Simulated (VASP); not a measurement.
A run of VASP 6.6.1 is set up as follows.

Contents of INCAR:

```
SYSTEM = Pt
ALGO     = Fast           ! electronic algorithm
EDIFF    = 1E-6           ! SCF threshold, eV
ENCUT    = 350            ! plane-wave cutoff, eV
ISIF     = 2              ! what is computed and relaxed
ISMEAR   = -1             ! smearing method
LASPH    = .TRUE.         ! aspherical terms in the spheres
LCHARG   = .TRUE.         ! write CHGCAR
LELF     = .TRUE.         ! ELF
LREAL    = .FALSE.        ! projectors in reciprocal space
LVACPOTAV= .TRUE.       
LVHAR    = .TRUE.       
LWAVE    = .FALSE.        ! write WAVECAR
NELM     = 60             ! most SCF steps
PREC     = Accurate       ! precision mode
SIGMA    = 0.05           ! smearing width, eV
```

File KPOINTS:

```
k-points
0
G
  13 13 1
  0 0 0
```

File POSCAR:

```
Pt                                      
1.0
    2.7746870094      0.0000000000      0.0000000000
    0.0000000000      2.7746870094      0.0000000000
    0.0000000000      0.0000000000     30.6960000000
  Pt            
     9
Direct
     0.0000000000000000    0.0000000000000000    0.2508980231235964
     0.5000000000000000    0.5000000000000000    0.3117914026976664
     0.0000000000000000    0.0000000000000000    0.3742696107496578
     0.5000000000000000    0.5000000000000000    0.4370251577470342
     0.0000000000000000    0.0000000000000000    0.5000000000000000
     0.5000000000000000    0.5000000000000000    0.5629748422529658
     0.0000000000000000    0.0000000000000000    0.6257303892503420
     0.5000000000000000    0.5000000000000000    0.6882085973023335
     0.0000000000000000    0.0000000000000000    0.7491019768764036
```

Potentials or basis: VASP PAW LDA potentials, release 64 (Pt).

Launch:

```sh
$ cat potpaw_LDA.64/Pt/POTCAR > POTCAR
$ mpirun -np 1 vasp_std > vasp.out
```

What does it give for the largest force?

0.005 eV/Å.

Predict the band gap on the k mesh.

none (metal or under the smearing width).

Forces in eV/Å, atoms in the order of the input:
```
Pt   0.000  0.000 -0.004
Pt   0.000  0.000 -0.003
Pt   0.000  0.000  0.005
Pt   0.000  0.000  0.002
Pt   0.000  0.000  0.000
Pt   0.000  0.000 -0.002
Pt   0.000  0.000 -0.005
Pt   0.000  0.000  0.003
Pt   0.000  0.000  0.004
```

Spin-orbit coupling is left out, which matters for the levels of Pt.
